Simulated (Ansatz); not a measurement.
**Bands of Ge**

```yaml
crystal:
  lattice:
    - [0.00000, 2.82877, 2.82877]
    - [2.82877, 0.00000, 2.82877]
    - [2.82877, 2.82877, 0.00000]
  atoms:
    - { symbol: Ge, position: [0.50000, 0.50000, 0.50000] }
    - { symbol: Ge, position: [0.75000, 0.75000, 0.75000] }
```

Atom numbers follow the list: Ge1, Ge2.

The cell is a measured one (Crystallography Open Database entry 9011050); the temperature and pressure of the measurement aren't taken into account, and nothing was relaxed.

The calculation used Ansatz 0.2.0, DFT, PBE, all-electron LAPW, scalar-relativistic.

Settings: a Γ-centred 10×10×10 k mesh, Fermi–Dirac smearing of 0.05 eV, basis error target 0.25 meV/atom, no spin polarisation.

Points in fractions of the reciprocal vectors of this cell: Γ (0, 0, 0), X (0.5, 0, 0.5), U (0.625, 0.25, 0.625), K (0.375, 0.375, 0.75), L (0.5, 0.5, 0.5), W (0.5, 0.25, 0.75). The path joins them by straight lines in the order Γ–X–U–K–Γ–L–W–X; legs that retrace an earlier one aren't tabulated. Energies are in eV from the top of the valence band.

(1) Metal or insulator at this level of theory?

(2) Tabulate bands 19 to 25, counted from the lowest band of the run, along the path.

Results:

(1) An insulator or semiconductor: gap 0.04 eV, direct at Γ (so small a gap may close at points that the mesh and path miss).

(2) 
| k (1/Å) | point | band 19 | band 20 | band 21 | band 22 | band 23 | band 24 | band 25 |
| --- | --- | --- | --- | --- | --- | --- | --- | --- |
| 0.00 | Γ | -12.77 | 0.00 | 0.00 | 0.00 | 0.04 | 2.55 | 2.55 |
| 0.28 |  | -12.52 | -2.38 | -0.87 | -0.87 | 1.90 | 2.25 | 3.75 |
| 0.56 |  | -11.76 | -4.71 | -2.04 | -2.04 | 1.02 | 2.75 | 5.83 |
| 0.83 |  | -10.53 | -6.91 | -2.81 | -2.81 | 0.58 | 1.57 | 8.05 |
| 1.11 | X | -8.89 | -8.89 | -3.07 | -3.07 | 0.75 | 0.75 | 9.51 |
| 1.21 |  | -8.91 | -8.85 | -3.25 | -3.04 | 0.78 | 1.06 | 9.22 |
| 1.31 |  | -8.98 | -8.74 | -3.65 | -2.96 | 0.86 | 1.83 | 8.59 |
| 1.41 |  | -9.13 | -8.55 | -4.05 | -2.82 | 0.99 | 2.88 | 7.90 |
| 1.50 | U | -9.36 | -8.29 | -4.33 | -2.63 | 1.16 | 4.09 | 7.22 |
| 1.67 |  | -9.50 | -8.13 | -4.31 | -2.87 | 1.93 | 4.78 | 5.63 |
| 1.84 |  | -9.56 | -8.05 | -4.20 | -3.16 | 3.34 | 3.80 | 5.63 |
| 2.01 |  | -9.50 | -8.13 | -4.31 | -2.87 | 1.93 | 4.78 | 5.63 |
| 2.18 | K | -9.36 | -8.29 | -4.33 | -2.63 | 1.16 | 4.09 | 7.22 |
| 2.48 |  | -10.46 | -7.08 | -4.19 | -1.82 | 1.80 | 5.37 | 5.61 |
| 2.77 |  | -11.67 | -5.21 | -2.92 | -0.88 | 2.01 | 3.83 | 4.07 |
| 3.07 |  | -12.49 | -2.75 | -1.13 | -0.21 | 1.52 | 2.87 | 2.99 |
| 3.36 | Γ | -12.77 | 0.00 | 0.00 | 0.00 | 0.04 | 2.55 | 2.55 |
| 3.60 |  | -12.58 | -2.35 | -0.33 | -0.33 | 1.04 | 3.00 | 3.00 |
| 3.84 |  | -12.03 | -4.72 | -0.88 | -0.88 | 0.67 | 3.63 | 3.63 |
| 4.08 |  | -11.22 | -6.67 | -1.27 | -1.27 | 0.31 | 3.78 | 3.78 |
| 4.32 | L | -10.68 | -7.60 | -1.40 | -1.40 | 0.18 | 3.74 | 3.74 |
| 4.52 |  | -10.55 | -7.58 | -2.50 | -1.65 | 1.25 | 3.51 | 4.27 |
| 4.72 |  | -10.17 | -7.64 | -3.72 | -2.31 | 2.39 | 3.41 | 5.79 |
| 4.91 |  | -9.56 | -8.05 | -4.20 | -3.16 | 3.34 | 3.80 | 5.63 |
| 5.11 | W | -8.79 | -8.79 | -3.90 | -3.90 | 4.33 | 4.33 | 4.72 |
| 5.25 |  | -8.80 | -8.80 | -3.80 | -3.80 | 3.12 | 3.12 | 6.05 |
| 5.39 |  | -8.84 | -8.84 | -3.54 | -3.54 | 1.94 | 1.94 | 7.61 |
| 5.52 |  | -8.87 | -8.87 | -3.23 | -3.23 | 1.08 | 1.08 | 8.96 |
| 5.66 | X | -8.89 | -8.89 | -3.07 | -3.07 | 0.75 | 0.75 | 9.51 |
